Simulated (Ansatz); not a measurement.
**Ti (sc type): how the settings move a single-point run**

Question: which choices in the input matter for Ti (sc type)?

Method: reference: DFT, PBE, PAW with Ansatz's default frozen-core files, scalar-relativistic, in Ansatz 0.2.0.

1 further run of the same task is left out (set aside as unsound or not needed).

### 1 The structure to begin with

Symmetry: Pm-3m, No. 221, cubic system. The conventional cell has a = 2.640 Å, b = 2.640 Å, c = 2.640 Å, α = 90.00°, β = 90.00°, γ = 90.00°. Ti (site symmetry m-3m) is surrounded by 6 Ti at 2.64 Å.

Coordinates:

```
Ti
1.0
     2.64046    0.00000    0.00000
     0.00000    2.64046    0.00000
     0.00000    0.00000    2.64046
Ti
1
Direct
  0.00000 0.00000 0.00000
```

### 2 The reference run

input.yaml reads:

```yaml
crystal:
  lattice:
    - [2.6404604533, 0.0, 0.0]
    - [0.0, 2.6404604533, 0.0]
    - [0.0, 0.0, 2.6404604533]
  atoms:
    - { symbol: Ti, position: [0.0, 0.0, 0.0] }
kpoints:
  mp_grid: { grid: [15, 15, 15] }
scf:
  occupations: { method: fermi_dirac, width: 0.05 }
hamiltonian:
  xc: pbe
  pseudopotentials: { kind: paw }
output:
  forces: true
  stress: true
  eigenvalues: true
  efg: { contact_densities: true }
basis:
  ecutwfc: 300
```

Started as:

```sh
ansatz run input.yaml --threads 1 --pin off --max-ram 2048MiB --backend cpu --events-out ev --progress --plain --runs-dir out
```

### 3 Variant: lower_state_search light, xc pbesol

input.yaml: that of step 2 with these lines changed.

```diff
@@ -11,4 +11,5 @@
   occupations: { method: fermi_dirac, width: 0.05 }
+  lower_state_search: light
 hamiltonian:
-  xc: pbe
+  xc: pbesol
   pseudopotentials: { kind: paw }
```

What does the calculation give? Wanted: for each run, ending; energy change; pressure; gap; force.

As calculated:

```
                                   run     ending   energy change  pressure (GPa)  gap (eV)  force (eV/Å)  cycles   time
                             reference  converged               -            -0.1      0.00          0.00       6  1.5 s
1: lower_state_search light, xc pbesol  converged  not comparable            -4.1      0.00          0.00       6  1.1 s
```

Residual by cycle in the longest SCF loop of each run; runs are numbered as in the table. The quantity is the density residual dr2, in eV.

```
cycle  reference    run 1
    1    0.00594  0.00356
    2     0.0028   0.0018
    3     7.4e-4   6.6e-4
    4     5.9e-6   2.1e-6
    5     8.7e-8   1.2e-8
    6     1.3e-9  2.8e-11
```

**Reading.** A change of functional puts the total energy on another scale; the pressure goes from -0.1 to -4.1 GPa. The search for lower states changed too. The cutoff is under what these potentials recommend, as the log warns, so basis error is mixed in.
